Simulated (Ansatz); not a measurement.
## hcp against bcc along the 3d metals

Theory: DFT, RPBE, plane waves (420 eV) with PAW, scalar-relativistic (Ansatz 0.2.0). (PAW data from PBE, frozen cores regenerated.)

Each structure is relaxed within its symmetry, in the lowest magnetic state of the tried starts. Differences under about 8 meV lie within the error of the k-point mesh.

Real chromium orders in an incommensurate spin-density wave, which this two-atom cell only mimics. Real scandium is paramagnetic; a moment here is an artefact of the functional.

```
element  E(hcp) − E(bcc) (meV/atom)  V(hcp) (Å³/atom)  V(bcc) (Å³/atom)       state of hcp       state of bcc
     Sc                         -98             25.70             25.93      ferromagnetic  spin not included
     Ti                        -117             17.90             17.87       non-magnetic  spin not included
      V                         247             14.21             13.81  spin not included  spin not included
     Cr                         435             12.18             12.24       non-magnetic  antiferromagnetic
     Mn                         -67             11.07             13.88  antiferromagnetic  antiferromagnetic
     Fe                         160             10.43             11.71  spin not included      ferromagnetic
     Co                         -71             11.18             11.45      ferromagnetic      ferromagnetic
     Ni                         -69             11.26             11.31      ferromagnetic      ferromagnetic
     Cu                         -26             12.42             12.44  spin not included  spin not included
     Zn                         -78             15.86             16.11  spin not included  spin not included
```
